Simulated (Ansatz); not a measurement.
# MgB2 (P6/mmm) in Ansatz: further runs

Aim: see how the results for MgB2 move with the level of theory and the settings. Levels: PBE, PBEsol. Tasks: single point.

All numbers are computed with Ansatz 0.2.0; they aren't measurements. Logs are shortened: lines on timing, memory, paths and dates and some standing lists are left out, and cuts for length are marked.

## (1) The structure

Symmetry: P6/mmm, No. 191, hexagonal system. The conventional cell has a = 3.085 Å, b = 3.085 Å, c = 3.523 Å, α = 90.00°, β = 90.00°, γ = 120.00°. Mg (site symmetry 6/mmm) is surrounded by 12 B at 2.51 Å. B (site symmetry -6m2) has 3 B at 1.78 Å as nearest neighbours.

## (2) Single point, PBE

input.yaml

```yaml
crystal:
  lattice:
    - [3.085, 0.0, 0.0]
    - [-1.5425, 2.6716883707, 0.0]
    - [0.0, 0.0, 3.523]
  atoms:
    - { symbol: Mg, position: [0.0, 0.0, 0.0] }
    - { symbol: B, position: [0.6666666667, 0.3333333333, 0.5] }
    - { symbol: B, position: [0.3333333333, 0.6666666667, 0.5] }
hamiltonian:
  xc: pbe
  pseudopotentials: { kind: paw }
kpoints:
  mp_grid: { grid: [10, 10, 8] }
scf:
  occupations: { method: gaussian, width: 0.1 }
output:
  forces: true
  stress: true
  eigenvalues: true
```

Potentials or basis: Ansatz PAW.

Command:

```sh
$ ansatz run input.yaml --threads 2 --pin off --max-ram 5632MiB --backend cpu --events-out ev --progress --plain --runs-dir out
```

Standard output:

```text
Warning: RAYON_NUM_THREADS=2 ignored (pool sized by the plan → 2); use --threads N
Engine: ansatz 0.2.0, x86_64-unknown-linux-gnu
Pseudopotentials: kind: paw
Pseudopotential: Mg, paw, valence charge 10, recommended cutoff 420 eV (normal), Mg.paw.azcp
Pseudopotential: B, paw, valence charge 3, recommended cutoff 420 eV (normal), B.paw.azcp
Functional definition: PBE
  parameter kappa = 0.804
  parameter beta = 0.06672455060314922
  exchange = pbe_x(kappa = kappa, mu = beta*pi^2/3)
  correlation = pbe_c(beta = beta)
Crystal: 3 atoms, lattice volume = 29.037 Å³
Basis set: ecut = 420 eV, 563 PW (Γ), exchange–correlation on 48×48×48 points (8 copies of the dense FFT grid, shifted against one another)
Bands: 12, of which v1, the nominal top of the filled ones, is band 8 counted from 1 (7 counted from 0)
Symmetry: 24 space group operations
Space group: P6/mmm (ITA 191), of the structure as read, at distance tolerance 3.1e-5 Å
k-points: 70 of 800
Non-local potential: Mg, projectors of the file, l = 0: 3, l = 1: 2, l = 2: 1
Non-local potential: B, projectors of the file, l = 0: 2, l = 1: 2, l = 2: 1
PAW form: soft (Blöchl's): semilocal exchange-correlation on the pseudo side does not see the compensation charge
PAW one-centre angular grid: Mg, 110 points (default); XC on 64 Gauss nodes
PAW one-centre angular grid: B, 110 points (default); XC on 64 Gauss nodes
Initial density: superposition of atomic densities (neutral atoms: chi_scale 0, normalization atom), corrected by the library's trained network
Initial wavefunctions: pseudopotential atomic-orbital guess
Functional: x = pbe(κ = 0.804, μ = 0.2195149727645171), c = pbe(β = 0.06672455060314922)
SCF iter   1: F=—  HF=-2236.021110 eV  |F-HF|=—  |Δ(HF+E_count)|=         —  Δρ=1.64e-3  dr2=5.52e-4  ethr=1.77e-3  ⟨swp⟩=5.0  Hψ=4485  notcnv=0
preconditioner: auto → none  [metal: Δε(μ)=0.041 eV  Ē_g=11.149 eV  σ=0.100 eV  W_gap=0.23  n_scr=8 (ndim 8)  ℏωp=19.5 eV  f_vac=0.000  D(μ)=0.71/eV (n_scr^D=2)  sad-step TF]
SCF iter   2: F=—  HF=-2236.021884 eV  |F-HF|=—  |Δ(HF+E_count)|=   7.75e-4  Δρ=9.53e-4  dr2=1.93e-4  ethr=3.45e-6  ⟨swp⟩=2.2  Hψ=1793  notcnv=0
SCF iter   3: F=—  HF=-2236.021899 eV  |F-HF|=—  |Δ(HF+E_count)|=   1.41e-5  Δρ=3.19e-4  dr2=9.27e-6  ethr=1.21e-6  ⟨swp⟩=2.0  Hψ=1272  notcnv=0
SCF iter   4: F=—  HF=-2236.021914 eV  |F-HF|=—  |Δ(HF+E_count)|=   1.57e-5  Δρ=1.07e-4  dr2=1.49e-6  ethr=5.79e-8  ⟨swp⟩=2.3  Hψ=1329  notcnv=0
SCF iter   5: F=—  HF=-2236.021913 eV  |F-HF|=—  |Δ(HF+E_count)|=   9.21e-7  Δρ=3.87e-5  dr2=1.24e-7  ethr=9.31e-9  ⟨swp⟩=2.2  Hψ=1333  notcnv=0
SCF iter   6: F=-2236.021913 eV  HF=-2236.021913 eV  |F-HF|=3.36e-8  |Δ(HF+E_count)|=   7.09e-8  Δρ=1.29e-5  dr2=1.80e-8  ethr=6.25e-10  ⟨swp⟩=5.1  Hψ=3798  notcnv=0
SCF 1 converged in 6 iterations: F = -2236.021913 eV  dr2 = 1.80e-8
SCF converged after 6 iterations
Free energy (F): -2236.021913 eV
Harris-Foulkes:  -2236.021913 eV  (|F-HF|=3.36e-8)
Internal energy: -2236.018292 eV  (E = F + TS)
E sigma→0 (E₀):  -2236.020103 eV
Entropy (-TS):   -0.003621 eV (-1.207 meV/atom)
Fermi energy:    9.275776 eV
--- Per-component energies (eV) ---
  E_band       = -293.598237
  E_kinetic    = 173.687065
  E_local      = -1521.268784  (includes V_loc(G=0)·N_el)
  E_nonlocal   = 118.063136
  E_hartree    = 541.460867
  E_xc         = -94.111423
  E_vxc        = -114.863903  (∫ρ·V_xc dr)
  E_paw        = -448.988103  (= ΣΔE_a)
  E_vpaw       = -32.141013  (= ΣTr[D̂ρ^β])
  E_aug_tail   = -0.000013  (compensation charges beyond the density's cutoff)
  E_ewald      = -1004.861037
  E_smearing   = -0.003621  (= −TS)
  E_closure    = -0.000000  (closes the sum)
  Σ components = -2236.021913   (vs F -2236.021913, Δ=0.00e0)
--- Forces (eV/Å), atoms counted from 1 ---
  atom   1  Mg     0.00000000     0.00000000     0.00000000
  atom   2  B     -0.00000000     0.00000000     0.00000000
  atom   3  B     -0.00000000    -0.00000000     0.00000000
  max |Σ_I F_I| component: 3.70e-17 eV/Å
--- Stress (GPa, compression-positive) ---
       -0.884058       0.000000       0.000000
        0.000000      -0.884058       0.000000
        0.000000       0.000000      -0.935792
  P = ⅓ Tr σ = -0.9013 GPa (-9.013 kbar)
--- Band table (eV; the first three rows and the last of 70) ---
  k-point 0: bands = ["-65.9586", "-32.7070", "-32.7070", "-32.6915", "-3.1765", "6.3054", "9.5993", "9.5993", "10.8833", "15.5373", "15.5373", "17.2940"]
  k-point 1: bands = ["-65.9586", "-32.7070", "-32.7070", "-32.6926", "-3.0418", "5.3381", "9.6504", "9.6504", "12.1658", "15.5821", "15.5821", "17.2754"]
  k-point 2: bands = ["-65.9585", "-32.7068", "-32.7068", "-32.6952", "-2.6646", "3.7222", "9.7788", "9.7788", "14.7170", "15.6957", "15.6957", "17.2301"]
  k-point 69: bands = ["-65.9547", "-32.7369", "-32.7295", "-32.6918", "2.1783", "3.3905", "4.3744", "6.5166", "7.9105", "13.0046", "19.9776", "20.4786"]
```

Wall time 1.1 s (2 threads of Intel Xeon at 2.70GHz, shared host); peak memory 0.32 GiB.

Results:

- Free energy: -2236.0219 eV
- Pressure: -0.9 GPa
- Band gap on the k mesh: none (metal or under the smearing width)

Levels at points of the mesh, in eV from the Fermi level:
| k point | band 6 | band 7 | band 8 | band 9 | band 10 | band 11 |
| --- | --- | --- | --- | --- | --- | --- |
| (0.00, 0.00, 0.00) | -2.97 | 0.32 | 0.32 | 1.61 | 6.26 | 6.26 |
| (0.00, 0.00, -0.50) | -7.46 | 0.70 | 0.70 | 6.60 | 6.60 | 7.89 |
| (0.00, -0.50, 0.00) | -7.86 | -2.21 | 0.17 | 3.03 | 3.83 | 5.28 |
| (0.00, -0.50, -0.50) | -6.94 | -3.59 | -1.92 | -1.34 | 5.65 | 8.70 |

## (3) Single point, PBEsol

input.yaml, as its differences from that of step 2:

```diff
@@ -10,3 +10,3 @@
 hamiltonian:
-  xc: pbe
+  xc: pbesol
   pseudopotentials: { kind: paw }
@@ -15,3 +15,3 @@
 scf:
-  occupations: { method: gaussian, width: 0.1 }
+  occupations: { method: gaussian, width: 0.02 }
 output:
@@ -20 +20,5 @@
   eigenvalues: true
+  write_density: true
+  write_potential: true
+  elf: true
+  volumetric_format: npy
```

Potentials or basis: Ansatz PAW.

Command:

```sh
$ ansatz run input.yaml --threads 2 --pin off --max-ram 5632MiB --backend cpu --events-out ev --progress --plain --runs-dir out
```

Run time: 1.1 s. Hardware: 2 threads of Intel Xeon at 2.70GHz, shared host; peak memory 0.33 GiB.

Results (log left out):

```
Free energy            : -2217.7811 eV
Pressure               : -3.0 GPa
Band gap on the k mesh : none (metal or under the smearing width)
```

Stress tensor (GPa, compression positive):
```
-2.72  0.00  0.00
 0.00 -2.72  0.00
 0.00  0.00 -3.47
```

Levels at points of the mesh, in eV from the Fermi level:
| k point | band 6 | band 7 | band 8 | band 9 | band 10 | band 11 |
| --- | --- | --- | --- | --- | --- | --- |
| (0.00, 0.00, 0.00) | -2.98 | 0.34 | 0.34 | 1.56 | 6.24 | 6.24 |
| (0.00, 0.00, -0.50) | -7.50 | 0.72 | 0.72 | 6.58 | 6.58 | 7.88 |
| (0.00, -0.50, 0.00) | -7.87 | -2.20 | 0.17 | 3.02 | 3.79 | 5.23 |
| (0.00, -0.50, -0.50) | -6.94 | -3.62 | -1.90 | -1.37 | 5.63 | 8.65 |

Caveat: the PAW data sets come from PBE, with cores solved anew for the run's functional, which leaves a small shift of forces and pressure.
